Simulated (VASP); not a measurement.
# MoP (P-6m2) in VASP: notebook, part 2 of 2

VASP 6.6.1. The steps go on from the part before.

## (4) Relaxation of shape and atoms at fixed volume, PBE (a relaxed cell with its volume scaled by 1.02)

INCAR

```
SYSTEM = MoP
ALGO = Normal
EDIFF = 1E-7
EDIFFG = -0.01
ENCUT = 300
GGA = PE
IBRION = 2
ISIF = 4
ISMEAR = 1
LASPH = .True.
LCHARG = .False.
LREAL = .False.
LWAVE = .False.
NELM = 80
NSW = 40
PREC = Accurate
SIGMA = 0.1
```

KPOINTS

```
k-points
0
Gamma
  8 8 6
  0 0 0
```

POSCAR

```
MoP                                     
1.0
    3.2511209796      0.0000000000      0.0000000000
   -1.6255604898      2.8155533592     -0.0000000000
    0.0000000000     -0.0000000000      3.2251208201
  Mo              P             
     1     1
Direct
     1.0000000000000000    0.0000000000000000    0.0000000000000000
     0.3333333332999970    0.6666666667000030    0.5000000000000000
```

Potentials or basis: VASP PAW PBE potentials, release 64 (Mo, P).

The run is started by

```sh
$ cat potpaw_PBE.64/Mo/POTCAR potpaw_PBE.64/P/POTCAR > POTCAR
$ mpirun -np 1 vasp_std > vasp.out
```

OUTCAR:

```text
SYSTEM = MoP
   EDIFF = 1E-7
   EDIFFG = -0.01
   ENCUT = 300
   GGA = PE
   IBRION = 2
   ISIF = 4
   ISMEAR = 1
   LASPH = .True.
   LREAL = .False.
   NELM = 80
   NSW = 40
   PREC = Accurate

 ion  position               nearest neighbor table
   1  0.000  0.000  0.000-   2 2.47   2 2.47   2 2.47   2 2.47   2 2.47   2 2.47
   2  0.333  0.667  0.500-   1 2.47   1 2.47   1 2.47   1 2.47   1 2.47   1 2.47

  LATTYP: Found a hexagonal cell.
 ALAT       =     3.2511209796
 C/A-ratio  =     0.9920027093

  Lattice vectors:

 A1 = (   3.2511209796,   0.0000000000,   0.0000000000)
 A2 = (  -1.6255604898,   2.8155533592,   0.0000000000)
 A3 = (   0.0000000000,   0.0000000000,   3.2251208201)

Analysis of symmetry for initial positions (statically):
=====================================================================
 Subroutine PRICEL returns:
 Original cell was already a primitive cell.

 Routine SETGRP: Setting up the symmetry group for a
 hexagonal supercell.

 Subroutine GETGRP returns: Found 12 space group operations
 (whereof 12 operations were pure point group operations)
 out of a pool of 24 trial point group operations.

The static configuration has the point symmetry D_3h.

[... 170 lines left out ...]
  Total       -0.7421025     -0.7421025     -0.9675275     -0.0000000      0.0000000      0.0000000
  in kB      -40.2746342    -40.2746342    -52.5086691     -0.0000000      0.0000000      0.0000000
  external PRESSURE =     -44.3526458 kB  Pullay stress =       0.0000000 kB
[... 59 lines left out ...]
--------------------------------------- Ionic step        3  -------------------------------------------

 number of electron      10.9999992 magnetization

 Free energy of the ion-electron system (eV)
  ---------------------------------------------------
  ext. energy  EPLUGINS =         0.00000000
  ---------------------------------------------------
  free energy    TOTEN  =       -17.66805800 eV

  energy without entropy =      -17.66670402  energy(sigma->0) =      -17.66760668

 E-fermi :   8.5669     XC(G=0): -12.2920

 val. band max:        8.5622334970   @ k =   0.1250   0.0000   0.0000
 cond. band min:       8.5935483363   @ k =   0.3750  -0.0000   0.1667
 fundamental gap:      0.0313148393
 Fermi energy:         8.5669057473

 k-point     1 :       0.0000    0.0000    0.0000
  band No.  band energies     occupation
      1      -5.2993      2.00000
      2       4.4275      2.00000
      3       5.2097      2.00000
      4       5.2097      2.00000
      5       7.7781      2.00000
      6       8.6680     -0.05242
      7       8.6680     -0.05242
      8      12.4961      0.00000
      9      12.4961      0.00000
[... 265 lines left out ...]
 k-point    24 :       0.3750   -0.0000    0.3333
  band No.  band energies     occupation
      1      -2.8064      2.00000
      2       2.2012      2.00000
      3       3.7454      2.00000
      4       4.7071      2.00000
      5       6.6020      2.00000
      6       8.9758     -0.00000
      7       9.6319     -0.00000
      8      12.0907      0.00000
      9      13.2229      0.00000

 [... further k-points ...]
[... 5 lines left out ...]
  --------------------------------------------------------------------------------------
  -------------------------------------------------------------------------------------
  Total       -0.7836928     -0.7836928     -0.7836124      0.0000000     -0.0000000      0.0000000
  in kB      -42.5317779    -42.5317779    -42.5274162      0.0000000     -0.0000000      0.0000000
  external PRESSURE =     -42.5303240 kB  Pullay stress =       0.0000000 kB
[... 17 lines left out ...]
  FREE ENERGIE OF THE ION-ELECTRON SYSTEM (eV)
  ---------------------------------------------------
  free  energy   TOTEN  =       -17.6680580038 eV

  energy  without entropy=      -17.6667040175  energy(sigma->0) =      -17.66760668

 reached required accuracy - stopping structural energy minimisation
```

OSZICAR:

```text
N       E                     dE             d eps       ncg     rms          rms(c)
DAV:   1     0.110201835614E+02    0.11020E+02   -0.35444E+03   816   0.623E+02
DAV:   2    -0.179081591036E+02   -0.28928E+02   -0.27754E+02   968   0.139E+02
DAV:   3    -0.187455018122E+02   -0.83734E+00   -0.81166E+00   947   0.229E+01
DAV:   4    -0.187534956976E+02   -0.79939E-02   -0.79728E-02   960   0.183E+00
[... 19 lines left out ...]
       N       E                     dE             d eps       ncg     rms          rms(c)
DAV:   1    -0.176680652762E+02   -0.20707E-04   -0.10339E-03   720   0.270E-01    0.140E-02
DAV:   2    -0.176680603125E+02    0.49638E-05   -0.14683E-05   912   0.335E-02    0.876E-03
DAV:   3    -0.176680579641E+02    0.23483E-05   -0.57673E-06   796   0.148E-02    0.157E-03
DAV:   4    -0.176680580038E+02   -0.39727E-07   -0.16233E-07   566   0.380E-03
   3 F= -.17668058E+02 E0= -.17667607E+02  d E =-.340884E-03
```

Run time: 7.4 s. Hardware: 1 thread of Intel Xeon Platinum 8488C (Sapphire Rapids), shared host; peak memory 0.12 GiB.

What came out:

```
Free energy               : -17.6681 eV
Energy gained by relaxing : 0.2 meV/atom
Ionic steps               : 3
Pressure after relaxing   : -4.3 GPa
Band gap on the k mesh    : none (metal or under the smearing width)
```

The path:
```csv
step,energy change (eV),largest force (eV/Å),pressure (GPa)
1,0.0000,0.0000,-4.44
2,-0.0003,0.0000,-4.22
3,-0.0003,0.0000,-4.25
```

Final structure:
```yaml
crystal:
  lattice:
    - [3.25603, 0.00000, 0.00000]
    - [-1.62802, 2.81981, 0.00000]
    - [0.00000, 0.00000, 3.21540]
  atoms:
    - { symbol: Mo, position: [0.00000, 0.00000, 0.00000] }
    - { symbol: P, position: [0.33333, 0.66667, 0.50000] }
```

Levels at points of the mesh, in eV from the Fermi level:
| k point | band 4 | band 5 | band 6 | band 7 | band 8 | band 9 |
| --- | --- | --- | --- | --- | --- | --- |
| (0.00, 0.00, 0.00) | -3.36 | -0.79 | 0.10 | 0.10 | 3.93 | 3.93 |
| (0.50, 0.00, 0.00) | -3.71 | -1.39 | -0.55 | 1.48 | 2.06 | 4.52 |
| (0.00, 0.00, 0.50) | -2.78 | -1.76 | -1.76 | 1.14 | 2.85 | 2.85 |
| (0.50, 0.00, 0.50) | -4.44 | -1.16 | 1.18 | 1.61 | 3.31 | 4.74 |

Caveat: the cutoff is under 1.25 times the usual one of these potentials, so pressure, stress and relaxed cells hold a basis-set (Pulay) error.

## (5) Overview

```csv
cell,gap on the mesh (eV),pressure (GPa)
atoms relaxed at fixed volume from: a relaxed cell with its volume scaled by 0.98,none,4.7
atoms relaxed at fixed volume,none,0.0
atoms relaxed at fixed volume from: a relaxed cell with its volume scaled by 1.02,none,-4.3
```

Alike in all rows: task relaxation of shape and atoms at fixed volume; level PBE; potentials or basis VASP PAW PBE potentials, release 64 (Mo, P); no spin polarisation; k mesh 8 × 8 × 6; cutoff (eV) 300; smearing methfessel-paxton 0.1 eV.

Caveats: the cutoff is under 1.25 times the usual one of these potentials, so pressure, stress and relaxed cells hold a basis-set (Pulay) error; the relaxation stopped at its first step, so nothing moved (some runs).

Total energies depend on the potentials used, so only differences within one code and one set of settings carry meaning.
